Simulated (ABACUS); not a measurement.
# Mo (Im-3m) in ABACUS: notebook

Aim: see how the results for Mo move with the level of theory and the settings. Levels: SCAN, revPBE. Tasks: single point.

Everything below comes from runs of ABACUS 3.10.1. Logs are shortened: lines on timing, memory, paths and dates and some standing lists are left out, and cuts for length are marked.

### Step 1. The crystal as given

Symmetry: Im-3m, No. 229, cubic system. The conventional cell has a = 3.168 Å, b = 3.168 Å, c = 3.168 Å, α = 90.00°, β = 90.00°, γ = 90.00°. Mo (site symmetry m-3m) has 8 Mo at 2.74 Å as nearest neighbours.

### Step 2. Single point, SCAN

File run_abacus.py:

```python
"""ABACUS run from a structure file: ASE reads it, the script writes STRU, KPT and INPUT."""
import re
import subprocess
from ase.io import read
from ase.units import Bohr

atoms = read("Mo.cif")
atoms = atoms[(-atoms.numbers).argsort(kind="stable")]  # ABACUS lists atoms element by element
pseudo = {'Mo': 'Mo_ONCV_PBE-1.2.upf'}
orbital = {'Mo': 'Mo_confined-atom_7au_3s2p2d1f.orb'}
magmoms = None
kmesh = [9, 9, 9]
params = {
    'suffix': 'Mo',
    'calculation': 'scf',
    'basis_type': 'lcao',
    'pseudo_dir': './',
    'orbital_dir': './',
    'symmetry': 1,
    'dft_functional': 'scan',
    'ecutwfc': 100,
    'pseudo_rcut': 10,
    'nspin': 1,
    'nbands': 17,
    'ks_solver': 'genelpa',
    'smearing_method': 'fd',
    'smearing_sigma': 0.00367493,
    'scf_thr': 1e-07,
    'scf_nmax': 100,
    'mixing_type': 'broyden',
    'mixing_beta': 0.7,
    'cal_force': 1,
    'cal_stress': 1,
    'mixing_tau': 1,
    'out_mul': 1,
    'out_chg': 1,
    'out_pot': 2,
    'out_elf': 1,
}

symbols = atoms.get_chemical_symbols()
elements = list(dict.fromkeys(symbols))
lines = ["ATOMIC_SPECIES"] + [f"{e} {atoms.get_masses()[symbols.index(e)]:.4f} {pseudo[e]}" for e in elements]
if orbital:
    lines += ["", "NUMERICAL_ORBITAL"] + [orbital[e] for e in elements]
lines += ["", "LATTICE_CONSTANT", f"{1 / Bohr:.10f}", "", "LATTICE_VECTORS"]
lines += [" ".join(f"{x:.10f}" for x in v) for v in atoms.cell]
lines += ["", "ATOMIC_POSITIONS", "Direct"]
for e in elements:
    lines += ["", e, "0.0", str(symbols.count(e))]
    for i, p in enumerate(atoms.get_scaled_positions(wrap=False)):
        if symbols[i] == e:
            mag = "" if magmoms is None else " mag " + " ".join(str(x) for x in (magmoms[i] if isinstance(magmoms[i], list) else [magmoms[i]]))
            lines.append(" ".join(f"{x:.10f}" for x in p) + " 1 1 1" + mag)
open("STRU", "w").write("\n".join(lines) + "\n")
open("KPT", "w").write("K_POINTS\n0\nGamma\n%d %d %d 0 0 0\n" % tuple(kmesh))
open("INPUT", "w").write("INPUT_PARAMETERS\n" + "".join(f"{k:<20s}{v}\n" for k, v in params.items()))

done = subprocess.run(['mpirun', '-np', '4', 'abacus'])
if done.returncode:
    raise SystemExit(done.returncode)
log = open("OUT.Mo/running_scf.log").read()
print("final energy (eV):", re.findall(r"FINAL_ETOT_IS (\S+)", log))
```

File Mo.cif:

```cif
data_Mo
_cell_length_a 2.74323761
_cell_length_b 2.74323761
_cell_length_c 2.74323761
_cell_angle_alpha 109.47122063
_cell_angle_beta 109.47122063
_cell_angle_gamma 109.47122063
_space_group_name_H-M_alt 'P1'
_space_group_name_Hall 'P 1'
_space_group_IT_number 1
loop_
_space_group_symop_operation_xyz
'x,y,z'
loop_
_atom_site_label
_atom_site_type_symbol
_atom_site_symmetry_multiplicity
_atom_site_Wyckoff_symbol
_atom_site_fract_x
_atom_site_fract_y
_atom_site_fract_z
_atom_site_occupancy
Mo1 Mo 1 a 0.0000000000 0.0000000000 0.0000000000 1
```

Potentials or basis: SG15 ONCV 1.2 PBE, DZP LCAO (the cutoffs set its grid).

Launch:

```
$ OMP_NUM_THREADS=1 python run_abacus.py > log
```

running log:

```text
ABACUS v3.10.1

               Atomic-orbital Based Ab-initio Computation at UStc

 ------------------------------------------------------------------------------------

 READING GENERAL INFORMATION
                           global_out_dir = OUT.Mo/
                           global_in_card = INPUT
                               pseudo_dir = ./
                              orbital_dir = ./
                                    DSIZE = 4
                                    GSIZE = 1

 READING UNITCELL INFORMATION
                                    ntype = 1
                  lattice constant (Bohr) = 1.88973
              lattice constant (Angstrom) = 1

 READING ATOM TYPE 1
                               atom label = Mo
                      L=0, number of zeta = 3
                      L=1, number of zeta = 2
                      L=2, number of zeta = 2
                      L=3, number of zeta = 1
             number of atom for this type = 1

                        TOTAL ATOM NUMBER = 1
DIRECT COORDINATES
    atom                   x                   y                   z     mag                  vx                  vy                  vz
taud_Mo1            0.0000000000        0.0000000000        0.0000000000  0.0000        0.0000000000        0.0000000000        0.0000000000

                          Volume (Bohr^3) = 107.242
                             Volume (A^3) = 15.8916

 Lattice vectors: (Cartesian coordinate: in unit of a_0)
             +2.74324                  +0                  +0
            -0.914413            +2.58635                  +0
            -0.914413            -1.29317            +2.23984
 Reciprocal vectors: (Cartesian coordinate: in unit of 2 pi/a_0)
            +0.364533           +0.128882            +0.22323
                   -0           +0.386645            +0.22323
                   +0                  -0            +0.44646
 The esolver type has been set to : ksdft_lcao

                PAO radial cut off (Bohr) = 10

 Read in pseudopotential file is Mo_ONCV_PBE-1.2.upf
                     pseudopotential type = NC
          exchange-correlation functional = PBE
                 nonlocal core correction = 0
                        valence electrons = 14
                                     lmax = 2
                           number of zeta = 0
                     number of projectors = 6
                           L of projector = 0
                           L of projector = 0
                           L of projector = 1
                           L of projector = 1
                           L of projector = 2
                           L of projector = 2
 XC functional updated to : scan
          exchange-correlation functional = SCAN
[... 165 lines left out ...]
                     search radius (Bohr) = 19.3
              searching radius is (Bohr)) = 19.3
         searching radius unit is (Bohr)) = 1.89
                         PeriodicBoundary = 1
                        Radius(unit:lat0) = 10.2
                                   glayer = [ 6, 6, 6 ]
                             glayer_minus = [ 5, 5, 5 ]

Find the coordinate range of the input atom(unit:lat0).
                                  min_tau = [ -22.9, -19.4, -11.2 ]
                                  max_tau = [ 22.9, 19.4, 11.2 ]
                                BoxNumber = [ 11, 11, 11 ]

 SETUP EXTENDED REAL SPACE GRID FOR GRID INTEGRATION
                          real space grid = [ 36, 36, 36 ]
                 big cell numbers in grid = [ 12, 12, 12 ]
             meshcell numbers in big cell = [ 3, 3, 3 ]
                        extended fft grid = [ 20, 20, 20 ]
                dimension of extened grid = [ 53, 53, 53 ]
                            UnitCellTotal = 125
              Atom number in sub-FFT-grid = 1
    Local orbitals number in sub-FFT-grid = 26
                                ParaV.nnr = 25181
                                 init_chg = atomic

 LCAO ALGORITHM --------------- ION=   1  ELEC=   1--------------------------------

 Density error is 0.058076985098
----------------------------------------------------------
     Energy           Rydberg                 eV
----------------------------------------------------------
 E_KohnSham     -137.1127480995      -1865.5146425916
 E_Harris       -138.5087932533      -1884.5088113489
 E_Fermi        1.5717028647         21.3841145232
----------------------------------------------------------
[... 80 lines left out ...]
 Density error is 8.98998553794e-08
----------------------------------------------------------
     Energy           Rydberg                 eV
----------------------------------------------------------
 E_KohnSham     -137.1486903035      -1866.0036613643
 E_KS(sigma->0) -137.1484402823      -1866.0002596520
 E_Harris       -137.1486916106      -1866.0036791491
 E_band         -5.4747931119        -74.4883816931
 E_one_elec     -20.6915717409       -281.5232762522
 E_Hartree      18.2994237347        248.9764329082
 E_xc           -15.5949912756       -212.1807416088
 E_Ewald        -119.1610509793      -1621.2692729870
 E_entropy(-TS) -0.0005000423        -0.0068034246
 E_descf        0.0000000000         0.0000000000
 E_exx          0.0000000000         0.0000000000
 E_Fermi        1.5344733080         20.8775804171
----------------------------------------------------------

 charge density convergence is achieved
 final etot is -1866.0036614 eV
 EFERMI = 20.877580417 eV
The vacuum level is 18.897460172 eV

 STATE ENERGY(eV) AND OCCUPATIONS    NSPIN == 1
 1/35 kpoint (Cartesian) = 0.0000 0.0000 0.0000 (464 pws)
       1       -43.1049     0.00274348
       2       -15.2841     0.00274348
       3       -15.2841     0.00274348
       4       -15.2841     0.00274348
       5        12.9650     0.00274348
       6        19.3970     0.00274348
[... 9 lines left out ...]
      16        51.9014        0.00000
[... 82 lines left out ...]
       4       -15.3269      0.0658436
       5        14.4652      0.0658436
       6        18.7476      0.0658436
[... 9 lines left out ...]
      16        49.1898        0.00000
      17        53.9204        0.00000

[... levels at 29 further k points ...]

 correction force for each atom along direction 1 is 8.90017e-14
 correction force for each atom along direction 2 is 9.57404e-15
 correction force for each atom along direction 3 is 1.38642e-13
------------------------------------------------------------------------------------------
 TOTAL-FORCE (eV/Angstrom)
------------------------------------------------------------------------------------------
                       Mo1         0.0000000000         0.0000000000         0.0000000000
------------------------------------------------------------------------------------------

----------------------------------------------------------------
 TOTAL-STRESS (KBAR)
----------------------------------------------------------------
       -60.9042321593         0.0000000039         0.0000000068
         0.0000000039       -60.9042321554         0.0000000109
         0.0000000068         0.0000000109       -60.9042321450
----------------------------------------------------------------
 TOTAL-PRESSURE: -60.904232 KBAR

 --------------------------------------------
 !FINAL_ETOT_IS -1866.0036613643424062 eV
 --------------------------------------------
```

Run time: 7.7 s. Hardware: 4 MPI ranks of AMD EPYC 9R45 (Zen 5), shared host; peak memory 0.36 GiB.

What came out:

```yaml
Free_energy: -1866.0037 eV
Pressure: -6.1 GPa
Band_gap_on_the_k_mesh: none (metal or under the smearing width)
```

Levels at points of the mesh, in eV from the Fermi level:
```csv
k point,band 4,band 5,band 6,band 7,band 8,band 9,band 10,band 11
"(0.00, 0.00, 0.00)",-36.16,-7.91,-1.48,-1.48,-1.48,2.02,2.02,15.73
```

Caveat: the atomic orbitals were generated for these runs and aren't a published set; the potentials were made for another functional, which shifts forces and pressure; the basis of atomic orbitals isn't converged, which shifts pressures, moduli and gaps.

### Step 3. Single point, revPBE

File INPUT:

```
INPUT_PARAMETERS
suffix              Mo
calculation         scf
basis_type          pw
pseudo_dir          ./
latname             bcc
symmetry            1
dft_functional      revpbe
ecutwfc             40
pseudo_rcut         10
nspin               1
nbands              17
ks_solver           dav
smearing_method     fd
smearing_sigma      0.00367493
scf_thr             1e-08
scf_nmax            100
mixing_type         broyden
mixing_beta         0.7
cal_force           1
cal_stress          1
ecutrho             320
out_chg             1
out_pot             2
out_elf             0
kpar                4
```

File STRU:

```
ATOMIC_SPECIES
Mo 95.9500 mo_pbe_v1.uspp.F.UPF

LATTICE_CONSTANT
5.9859303812

ATOMIC_POSITIONS
Direct

Mo
0.0
1
0.0000000000 0.0000000000 0.0000000000 1 1 1
```

File KPT:

```
K_POINTS
0
Gamma
10 10 10 0 0 0
```

Potentials or basis: GBRV ultrasoft 1.5 PBE, plane waves.

Launch:

```
$ OMP_NUM_THREADS=1 mpirun -np 4 abacus > log
```

running log:

```text
ABACUS v3.10.1

               Atomic-orbital Based Ab-initio Computation at UStc

 ------------------------------------------------------------------------------------

 READING GENERAL INFORMATION
                           global_out_dir = OUT.Mo/
                           global_in_card = INPUT
                               pseudo_dir = ./
                              orbital_dir =
                                    DSIZE = 4
                                    GSIZE = 1

 READING UNITCELL INFORMATION
                                    ntype = 1
                  lattice constant (Bohr) = 5.98593
              lattice constant (Angstrom) = 3.16762

 READING ATOM TYPE 1
                               atom label = Mo
                      L=0, number of zeta = 1
                      L=1, number of zeta = 1
                      L=2, number of zeta = 1
             number of atom for this type = 1

                        TOTAL ATOM NUMBER = 1
DIRECT COORDINATES
    atom                   x                   y                   z     mag                  vx                  vy                  vz
taud_Mo1            0.0000000000        0.0000000000        0.0000000000  0.0000        0.0000000000        0.0000000000        0.0000000000

[... 297 lines left out ...]
 E_KohnSham     -139.3589091438      -1896.0752314200
 E_KS(sigma->0) -139.3585717551      -1896.0706410106
 E_Harris       -139.3584843225      -1896.0694514294
 E_band         -4.1251619762        -56.1257080486
 E_one_elec     -18.8008571428       -255.7987844267
 E_Hartree      17.9780006000        244.6032468073
 E_xc           -19.3743267120       -263.6012381969
 E_Ewald        -119.1610511114      -1621.2692747849
 E_entropy(-TS) -0.0006747775        -0.0091808189
 E_descf        0.0000000000         0.0000000000
 E_exx          0.0000000000         0.0000000000
 E_Fermi        1.5522574400         21.1195459468
----------------------------------------------------------

 charge density convergence is achieved
 final etot is -1896.0752314 eV
 EFERMI = 21.119545947 eV
The vacuum level is 18.910212948 eV

 STATE ENERGY(eV) AND OCCUPATIONS    NSPIN == 1
 1/12 kpoint (Cartesian) = 0.0000 0.0000 0.0000 (459 pws)
       1       -40.3100     0.00200000
       2       -13.6015     0.00200000
       3       -13.6015     0.00200000
       4       -13.6015     0.00200000
       5        13.8460     0.00200000
       6        19.6967     0.00200000
[... 9 lines left out ...]
      16        50.3770        0.00000
[... 82 lines left out ...]
       4       -13.6119      0.0120000
       5        15.8074      0.0120000
       6        17.7068      0.0120000
[... 9 lines left out ...]
      16        47.7064        0.00000
      17        51.2809        0.00000

[... levels at 6 further k points ...]

------------------------------------------------------------------------------------------
 TOTAL-FORCE (eV/Angstrom)
------------------------------------------------------------------------------------------
                       Mo1         0.0000000000         0.0000000000         0.0000000000
------------------------------------------------------------------------------------------

----------------------------------------------------------------
 TOTAL-STRESS (KBAR)
----------------------------------------------------------------
        -0.5757339940         0.0000000000         0.0000000000
         0.0000000000        -0.5757339940        -0.0000000000
         0.0000000000        -0.0000000000        -0.5757339940
----------------------------------------------------------------
 TOTAL-PRESSURE: -0.575734 KBAR

 --------------------------------------------
 !FINAL_ETOT_IS -1896.0752314199828561 eV
 --------------------------------------------
```

It took 4.1 s on 4 MPI ranks of Intel Xeon 6975P-C (Granite Rapids), shared host; peak memory 0.32 GiB.

Results:

```yaml
Free_energy: -1896.0752 eV
Pressure: -0.1 GPa
Band_gap_on_the_k_mesh: none (metal or under the smearing width)
```

Levels at points of the mesh, in eV from the Fermi level:
```
           k point  band 4  band 5  band 6  band 7  band 8  band 9  band 10
(0.00, 0.00, 0.00)  -34.72   -7.27   -1.42   -1.42   -1.42    1.54     1.54
(0.50, 0.50, 0.00)  -34.73   -5.31   -3.41    1.44    1.56    2.17     4.52
(0.50, 0.50, 0.50)  -35.63   -5.40   -5.40    3.78    3.78    3.78     8.82
```

Caveat: the potentials were made for another functional, which shifts forces and pressure.
